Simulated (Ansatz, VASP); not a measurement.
## Hg in VASP and in Ansatz

File INCAR:

```
SYSTEM = Hg
ALGO = Normal
EDIFF = 1E-7
ENCUT = 520
GGA = PE
ISIF = 2
ISMEAR = -1
LASPH = .TRUE.
LCHARG = .FALSE.
LREAL = .FALSE.
LWAVE = .FALSE.
NBANDS = 19
NELM = 60
PREC = Accurate
SIGMA = 0.05
```

File KPOINTS:

```
k-points
0
G
  14 14 8
  0 0 0
```

Contents of POSCAR:

```
Hg
1.0
    3.4812062818      0.0000000000      0.0000000000
   -1.7406031408      3.0148130758      0.0000000000
    0.0000000000      0.0000000000      5.4856371962
Hg
2
Direct
    0.3333333333      0.6666666667      0.2500000000
    0.6666666667      0.3333333333      0.7500000000
```

Input for Ansatz:

```yaml
crystal:
  lattice:
    - [3.4812062818, 0.0, 0.0]
    - [-1.7406031408, 3.0148130758, 0.0]
    - [0.0, 0.0, 5.4856371962]
  atoms:
    - { symbol: Hg, position: [0.3333333333, 0.6666666667, 0.25] }
    - { symbol: Hg, position: [0.6666666667, 0.3333333333, 0.75] }
kpoints:
  mp_grid: { grid: [14, 14, 8] }
scf:
  occupations: { method: fermi_dirac, width: 0.05 }
hamiltonian:
  xc: pbe
  pseudopotentials: { kind: all_electron, lapw: { basis_error: 0.001 } }
output:
  forces: true
  stress: true
  eigenvalues: true
  populations: true
```

Change from the starting cell: volume scaled by 0.92, LAPW.

Alike in both runs: task single point; functional PBE; k mesh 14 × 14 × 8; occupations fermi-dirac, width 0.05 eV; no spin polarisation.

```csv
,VASP,Ansatz
version,VASP 6.6.1,Ansatz 0.2.0
potentials or method,"VASP PAW PBE potentials, release 64 (Hg)","all-electron LAPW, scalar-relativistic"
plane-wave cutoff (eV),520,see its input
```

```csv
,VASP,Ansatz,Ansatz less VASP
pressure (GPa),0.9,0.8,-0.10
```

Ansatz ran all-electron here, so the differences hold the error of VASP's frozen core and of both bases.

The runs have no spin-orbit coupling, so splittings on Hg are missing.
